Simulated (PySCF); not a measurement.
Compound: C₅H₁₂.
Numbering: `[CH3:1][CH2:2][CH:3]([CH3:4])[CH3:5]` (hydrogens: H6, H7, H8 on C1; H9, H10 on C2; H11 on C3; H12, H13, H14 on C4; H15, H16, H17 on C5)

Level of theory: PBE0-D3(BJ)/def2-SVP geometry optimisation, gas phase (PySCF).

Task: List the bond lengths, angles and torsions at this level.

Result: 
| bond | length (Å) |
| --- | --- |
| C1–C2 | 1.521 |
| C2–C3 | 1.531 |
| C3–C4, C3–C5 | 1.525 |
| C1–H6, C1–H7, C1–H8 | 1.101 |
| C2–H9, C2–H10 | 1.105 |
| C3–H11 | 1.107 |
| C4–H12 and 5 like bonds | 1.102 |

Bonds in one row agree within 0.01 Å and their mean is given. A selection of angles:
| angle | degrees |
| --- | --- |
| C2–C1–H6 | 111.2 |
| H6–C1–H7 | 107.4 |
| C1–C2–C3 | 115.1 |
| C1–C2–H9 | 109.7 |
| C3–C2–H9 | 108.6 |
| C3–C2–H10 | 108.3 |
| H9–C2–H10 | 105.6 |
| C2–C3–C4 | 112.5 |
| C2–C3–H11 | 107.3 |
| C4–C3–C5 | 110.7 |
| C4–C3–H11 | 107.7 |
| C3–C4–H12 | 112.2 |
| H12–C4–H13 | 107.7 |

Dihedral angles: C1–C2–C3–C4 61° (synclinal). The mirror-image conformer, all signs reversed, is as good.

Of the pairs four or more bonds apart, H7···H12 is among the closest relative to their van der Waals radii: 2.27 Å, 95 % of the sum of Bondi's values.

Point group: C1 (no symmetry element, even within 0.4 Å). Whether it is a minimum is left open (no frequencies). The numbers are those of one conformer.
